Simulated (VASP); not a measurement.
# SiO2 (P4_2/mnm) in VASP: further runs

The runs below take SiO2 through single point, with PBEsol, r2SCAN.

Program: VASP 6.6.1. These are calculated values, not measurements. Logs are shortened: lines on timing, memory, paths and dates and some standing lists are left out, and cuts for length are marked.

## Step 1: The crystal as given

The structure is tetragonal, space group P4_2/mnm (No. 136). Conventional cell: a = 4.192 Å, b = 4.192 Å, c = 2.683 Å, α = 90.00°, β = 90.00°, γ = 90.00°. Around Si (site symmetry mmm) lie 6 O at 1.77 to 1.81 Å. Around O (site symmetry m2m) lie 3 Si at 1.77 to 1.81 Å.

## Step 2: Single point, PBEsol

INCAR

```
PREC = Accurate ; ENCUT = 700
EDIFF = 1E-6 ; ISMEAR = 0
SIGMA = 0.02 ; LREAL = F
LASPH = T ; NELM = 60
ALGO = Normal ; ISIF = 2
LWAVE = F ; LCHARG = T
GGA = PS ; LELF = T
LVHAR = T
```

KPOINTS

```
regular mesh
0
Gamma
  6 6 8
```

POSCAR

```
SiO2
1.0
    4.1922600000      0.0000000000      0.0000000000
    0.0000000000      4.1922600000      0.0000000000
    0.0000000000      0.0000000000      2.6825200000
Si O
2 4
Direct
    0.0000000000      0.0000000000      0.0000000000
    0.5000000000      0.5000000000      0.5000000000
    0.3058400000      0.3058400000      0.0000000000
    0.1941600000      0.8058400000      0.5000000000
    0.6941600000      0.6941600000      1.0000000000
    0.8058400000      0.1941600000      0.5000000000
```

Potentials or basis: VASP PAW PBE potentials, release 64 (Si, O).

Launch:

```console
$ cat potpaw_PBE.64/Si/POTCAR potpaw_PBE.64/O/POTCAR > POTCAR
$ mpirun -np 1 vasp_std > vasp.out
```

OUTCAR:

```text
PREC = Accurate
   ENCUT = 700
   EDIFF = 1E-6
   ISMEAR = 0
   LREAL = F
   LASPH = T
   NELM = 60
   ISIF = 2
   GGA = PS

 ion  position               nearest neighbor table
   1  0.000  0.000  0.000-   4 1.77   6 1.77   4 1.77   6 1.77   5 1.81   3 1.81
   2  0.500  0.500  0.500-   3 1.77   5 1.77   3 1.77   5 1.77   4 1.81   6 1.81
   3  0.306  0.306  0.000-   2 1.77   2 1.77   1 1.81
   4  0.194  0.806  0.500-   1 1.77   1 1.77   2 1.81
   5  0.694  0.694  0.000-   2 1.77   2 1.77   1 1.81
   6  0.806  0.194  0.500-   1 1.77   1 1.77   2 1.81

  LATTYP: Found a simple tetragonal cell.
 ALAT       =     4.1922600000
 C/A-ratio  =     0.6398744353

  Lattice vectors:

 A1 = (   4.1922600000,   0.0000000000,   0.0000000000)
 A2 = (   0.0000000000,   4.1922600000,   0.0000000000)
 A3 = (   0.0000000000,   0.0000000000,   2.6825200000)

Analysis of symmetry for initial positions (statically):
=====================================================================
 Subroutine PRICEL returns:
 Original cell was already a primitive cell.

 Routine SETGRP: Setting up the symmetry group for a
 simple tetragonal supercell.

 Subroutine GETGRP returns: Found 16 space group operations
 (whereof  8 operations were pure point group operations)
 out of a pool of 16 trial point group operations.

The static configuration has the point symmetry D_2h.
 The point group associated with its full space group is D_4h.

Analysis of symmetry for dynamics (positions and initial velocities):
=====================================================================
 Subroutine PRICEL returns:
 Original cell was already a primitive cell.

 Routine SETGRP: Setting up the symmetry group for a
 simple tetragonal supercell.

 Subroutine GETGRP returns: Found 16 space group operations
 (whereof  8 operations were pure point group operations)
 out of a pool of 16 trial point group operations.

The dynamic configuration has the point symmetry D_2h.
 The point group associated with its full space group is D_4h.

 Subroutine INISYM returns: Found 16 space group operations
 (whereof  8 operations are pure point group operations),
 and found     1 'primitive' translations

----------------------------------------------------------------------------------------

                                     Primitive cell

  volume of cell :      47.1454

  direct lattice vectors                    reciprocal lattice vectors
     4.192260000  0.000000000  0.000000000     0.238534824  0.000000000  0.000000000
     0.000000000  4.192260000  0.000000000     0.000000000  0.238534824  0.000000000
     0.000000000  0.000000000  2.682520000     0.000000000  0.000000000  0.372783800

  length of vectors
     4.192260000  4.192260000  2.682520000     0.238534824  0.238534824  0.372783800

  position of ions in fractional coordinates (direct lattice)
     0.000000000  0.000000000  0.000000000
     0.500000000  0.500000000  0.500000000
     0.305840000  0.305840000  0.000000000
     0.194160000  0.805840000  0.500000000
     0.694160000  0.694160000  0.000000000
     0.805840000  0.194160000  0.500000000

  ion indices of the primitive-cell ions
   primitive index   ion index
                 1           1
                 2           2
                 3           3
                 4           4
                 5           5
                 6           6

----------------------------------------------------------------------------------------

 KPOINTS: regular mesh

Automatic generation of k-mesh.
 Grid dimensions read from file:
 generate k-points for:    6    6    8

 Generating k-lattice:

  Cartesian coordinates                     Fractional coordinates (reciprocal lattice)
     0.039755804  0.000000000  0.000000000     0.166666667  0.000000000  0.000000000
     0.000000000  0.039755804  0.000000000     0.000000000  0.166666667  0.000000000
     0.000000000  0.000000000  0.046597975     0.000000000  0.000000000  0.125000000

  Length of vectors
     0.039755804  0.039755804  0.046597975

  Shift w.r.t. Gamma in fractional coordinates (k-lattice)
     0.000000000  0.000000000  0.000000000

 Subroutine IBZKPT returns following result:
 ===========================================

 Found     50 irreducible k-points:

 Following reciprocal coordinates:
            Coordinates               Weight
  0.000000  0.000000  0.000000      1.000000
  0.166667  0.000000  0.000000      4.000000
  0.333333  0.000000  0.000000      4.000000
  0.500000  0.000000  0.000000      2.000000
  0.166667  0.166667  0.000000      4.000000
  0.333333  0.166667  0.000000      8.000000
[... 16 lines left out ...]
  0.333333  0.000000  0.250000      8.000000
  0.500000  0.000000  0.250000      4.000000
 [... further k-points ...]
   k-points           NKPTS =     50   k-points in BZ     NKDIM =     50   number of bands    NBANDS=     20
   number of dos      NEDOS =    301   number of ions     NIONS =      6
   total plane-waves  NPLWV =  31104
   dimension x,y,z NGX =    36 NGY =   36 NGZ =   24
   dimension x,y,z NGXF=    72 NGYF=   72 NGZF=   48
   ions per type =               2   4
   NGX,Y,Z   is equivalent  to a cutoff of  14.28, 14.28, 14.87 a.u.
   NGXF,Y,Z  is equivalent  to a cutoff of  28.55, 28.55, 29.75 a.u.
 SYSTEM =  unknown system
   PREC   = accura    normal or accurate (medium, high low for compatibility)
   ISTART =      0    job   : 0-new  1-cont  2-samecut
   ICHARG =      2    charge: 1-file 2-atom 10-const
   ISPIN  =      1    spin polarized calculation?
   LNONCOLLINEAR =      F non collinear calculations
   LSORBIT =      F    spin-orbit coupling
   LASPH  =      T    aspherical Exc in radial PAW
   ENCUT  =  700.0 eV  51.45 Ry    7.17 a.u.   9.04  9.04  5.79*2*pi/ulx,y,z
   NELM   =     60;   NELMIN=  2; NELMDL= -5     # of ELM steps
   EDIFF  = 0.1E-05   stopping-criterion for ELM
   LREAL  =      F    real-space projection
   EDIFFG = 0.1E-04   stopping-criterion for IOM
   NSW    =      0    number of steps for IOM
   IBRION =     -1    ionic relax: 0-MD 1-quasi-New 2-CG
   NFREE  =      0    steps in history (QN), initial steepest desc. (CG)
   ISIF   =      2    stress and relaxation
   ISYM   =      2    0-nonsym 1-usesym 2-fastsym
   POTIM  = 0.5000    time-step for ionic-motion
   TEBEG  =    0.0;   TEEND  =   0.0 temperature during run
   PSTRESS=    0.0 pullay stress
   NELECT =      32.0000    total number of electrons
   NUPDOWN=      -1.0000    fix difference up-down
   EMIN   =  10.00;   EMAX   =-10.00  energy-range for DOS
   EFERMI =   0.00;   METHOD = LEGACY
   ISMEAR =     0;   SIGMA  =   0.02  broadening in eV -4-tet -1-fermi 0-gaus
   EFERMI_NEDOS =   21; number of points for ismear=-14 and -15
   IALGO  =     38    algorithm
   IMIX   =      4    mixing-type and parameters
     AMIX     =   0.40;   BMIX     =  1.00
     AMIX_MAG =   1.60;   BMIX_MAG =  1.00
  volume/ion in A,a.u.               =       7.86        53.03
  Fermi-wavevector in a.u.,A,eV,Ry     =   1.438727  2.718800 28.163176  2.069935
  Thomas-Fermi vector in A             =   2.557662
   LORBIT       =      0    0 simple, 1 ext, 2 COOP (PROOUT), +10 PAW based schemes
   GGA     = PS    functional components
   LHFCALC =     F    Hartree Fock is set to
   AEXX    =    0.0000 exact exchange contribution
   IVDW    =     0    specifies the selected vdW correction
   LEPSILON=     F    determine dielectric tensor
   LRPA    =     F    only Hartree local field effects (RPA)
 non-spin polarized calculation
 Gauss-broadening in eV      SIGMA  =   0.02
  energy-cutoff  :      700.00
  volume of cell :       47.15
 maximum number of plane-waves:      2000
   NGX = 19   NGY = 19   NGZ = 11

 number of electron      32.0000001 magnetization

 Free energy of the ion-electron system (eV)
  ---------------------------------------------------
  ext. energy  EPLUGINS =         0.00000000
  ---------------------------------------------------
  free energy    TOTEN  =       -49.01388034 eV

  energy without entropy =      -49.01388034  energy(sigma->0) =      -49.01388034

 E-fermi :   8.0819     XC(G=0): -12.4661

 val. band max:        8.0005324063   @ k =   0.0000   0.0000   0.0000
 cond. band min:      13.3405561194   @ k =   0.0000   0.0000   0.0000
 fundamental gap:      5.3400237130
 Fermi energy:         8.0819036221

 k-point     1 :       0.0000    0.0000    0.0000
  band No.  band energies     occupation
      1     -14.4403      2.00000
      2     -10.8128      2.00000
      3     -10.8128      2.00000
      4     -10.5667      2.00000
      5      -2.8768      2.00000
      6       1.5720      2.00000
[... 12 lines left out ...]
     19      16.2108      0.00000
     20      16.2108      0.00000

 k-point     2 :       0.1667    0.0000    0.0000
  band No.  band energies     occupation
      1     -14.2952      2.00000
      2     -11.4721      2.00000
      3     -10.7390      2.00000
      4     -10.2163      2.00000
      5      -2.6787      2.00000
      6       0.8292      2.00000
[... 12 lines left out ...]
     19      16.2743      0.00000
     20      16.2952      0.00000

 k-point     3 :       0.3333    0.0000    0.0000
  band No.  band energies     occupation
      1     -13.8708      2.00000
      2     -12.3621      2.00000
      3     -10.5409      2.00000
      4     -10.1285      2.00000
      5      -2.1341      2.00000
      6      -0.2967      2.00000
[... 12 lines left out ...]
     19      16.4824      0.00000
     20      16.6501      0.00000

 k-point     4 :       0.5000    0.0000    0.0000
  band No.  band energies     occupation
      1     -13.2028      2.00000
      2     -13.2028      2.00000
      3     -10.2930      2.00000
      4     -10.2930      2.00000
      5      -1.3204      2.00000
      6      -1.3204      2.00000
[... 429 lines left out ...]
 k-point    23 :       0.3333    0.0000    0.2500
  band No.  band energies     occupation
      1     -13.1258      2.00000
      2     -11.8126      2.00000
      3     -10.2788      2.00000
      4     -10.0915      2.00000
      5      -1.6463      2.00000
      6       0.1603      2.00000
[... 12 lines left out ...]
     19      18.1985      0.00000
     20      18.5629      0.00000

 k-point    24 :       0.5000    0.0000    0.2500
  band No.  band energies     occupation
      1     -12.5330      2.00000
      2     -12.5330      2.00000
      3     -10.1515      2.00000
      4     -10.1515      2.00000
      5      -0.7199      2.00000
      6      -0.7199      2.00000
[... 12 lines left out ...]
     19      18.3214      0.00000
     20      18.3214      0.00000

 [... further k-points ...]

------------------------ aborting loop because EDIFF is reached ----------------------------------------

  FORCE on cell =-STRESS in cart. coord.  units (eV):
  Direction    XX          YY          ZZ          XY          YZ          ZX
  --------------------------------------------------------------------------------------
  -------------------------------------------------------------------------------------
  Total       -0.0052847     -0.0052847      0.0039097     -0.0000000      0.0000000      0.0000000
  in kB       -0.1795955     -0.1795955      0.1328678     -0.0000000      0.0000000      0.0000000
  external PRESSURE =      -0.0754411 kB  Pullay stress =       0.0000000 kB

 VOLUME and BASIS-vectors are now :
 -----------------------------------------------------------------------------
  energy-cutoff  :      700.00
  volume of cell :       47.15
      direct lattice vectors                 reciprocal lattice vectors
     4.192260000  0.000000000  0.000000000     0.238534824  0.000000000  0.000000000
     0.000000000  4.192260000  0.000000000     0.000000000  0.238534824  0.000000000
     0.000000000  0.000000000  2.682520000     0.000000000  0.000000000  0.372783800

 POSITION                                       TOTAL-FORCE (eV/Angst)
 -----------------------------------------------------------------------------------
      0.00000      0.00000      0.00000         0.000000      0.000000      0.000000
      2.09613      2.09613      1.34126         0.000000      0.000000      0.000000
      1.28216      1.28216      0.00000        -0.000969     -0.000969      0.000000
      0.81397      3.37829      1.34126         0.000969     -0.000969      0.000000
      2.91010      2.91010      0.00000         0.000969      0.000969      0.000000
      3.37829      0.81397      1.34126        -0.000969      0.000969      0.000000
 -----------------------------------------------------------------------------------
    total drift:                                0.000000      0.000000     -0.000000

  FREE ENERGIE OF THE ION-ELECTRON SYSTEM (eV)
  ---------------------------------------------------
  free  energy   TOTEN  =       -49.0138803401 eV

  energy  without entropy=      -49.0138803401  energy(sigma->0) =      -49.01388034
```

Wall time 39 s (1 thread of Intel Xeon Platinum 8259CL at 2.50GHz (Skylake/Cascade Lake), shared host); peak memory 0.2 GiB.

What came out:

```
Free energy            : -49.0139 eV
Pressure               : 0.0 GPa
Band gap on the k mesh : 5.34 eV, direct
```

Caveat: the PAW data sets were made with another functional, which shifts forces and pressure a little.

[end of part 1 of 2]
